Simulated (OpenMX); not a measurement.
**PbSe in OpenMX: the effect of volume scale**

Crystal: PbSe.

```xyz
2
Lattice="3.6265 0.0000 0.0000 0.0000 3.6265 0.0000 0.0000 0.0000 3.6265" Properties=species:S:1:pos:R:3 pbc="T T T"
Pb    0.0000    0.0000    0.0000
Se    1.8132    1.8132    1.8132
```

Measurements of this composition are mostly on another form, of space group No. 225.

Alike in all runs:

```yaml
Program: OpenMX 3.8.5
Task: single point
Functional: PBE
Potentials_or_basis: OpenMX 2013 PBE set, Pb8.0-s3p2d2f1, Se7.0-s3p2d2, grid cutoff 500 Ry
k_mesh: 5 × 5 × 5
Occupations: fermi-dirac, width 0.05 eV
Spin: no spin polarisation
```

| volume scale | pressure (GPa) |
| --- | --- |
| 0.88 | 7.7 |
| 0.92 | 4.8 |
| 0.96 | ? |
| 1 | 0.4 |
| 1.04 | -1.4 |
| 1.08 | -2.9 |

Task: What does the run with volume scale 0.96 give?

Result: Pressure 2.4 GPa.

Worked out: A parabola through the other rows of the pressure, of slope -56.7 GPa per unit of volume scale there, gives 2.5 GPa, against the run's 2.4.

Caveats: the basis of atomic orbitals isn't converged, which shifts pressures, moduli and gaps.
